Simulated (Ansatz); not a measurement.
The calculation used DFT PBE, scalar-relativistic, plane waves, PAW in Ansatz. All cells share a 420 eV cutoff and Γ-centred k meshes spaced at most about 0.3 Å⁻¹ (about 0.25 or finer for metals, 2π included). No spin polarisation in the final relaxations.

All energies are static (0 K, no zero-point motion). All come from trial cells, and lower structures may exist.

Question: Which of these relaxed structures of P is the lowest in energy?
A.

```xyz
3
Lattice="-2.0509 2.4365 2.6088 2.0509 -2.4365 2.6088 2.0509 2.4365 -2.6088" Properties=species:S:1:pos:R:3 pbc="T T T"
P     0.0000    0.0000    0.0000
P     0.0000    1.0753    2.6088
P     2.0509    1.3612    0.0000
```

B.

```xyz
4
Lattice="-2.4124 2.4124 3.4906 2.4124 -2.4124 3.4906 2.4124 2.4124 -3.4906" Properties=species:S:1:pos:R:3 pbc="T T T"
P     2.4124    1.2062    0.8726
P     0.0000    1.2062    4.3632
P     1.2062    2.4124   -0.8726
P     1.2062    0.0000    2.6179
```

Answer: B. It has space group I4_1/amd (No. 141); the next, A, with space group Immm (No. 71), lies 115 meV/atom higher. Counting all near atoms (those within 1.25 times the shortest such distance or 1.15 times the sum of covalent radii, 1.27 where that leaves under three; a plus sign parts nearer from farther groups; a slash parts the counts of unlike sites), the lowest has P 6 and the next has P 1+2/4+4.

No dispersion correction is applied, so the spacing and binding between layers, chains or molecules are poorly described (Immm), and this can change margins and order among such cells. Cells relaxed within their symmetry can be saddle points. The part of the Crystallography Open Database at hand lists P in space groups No. 2, 13, 64, 123; no cell shown has one of them. Some candidate types were left out of the draw beforehand, so a known form may be missing.
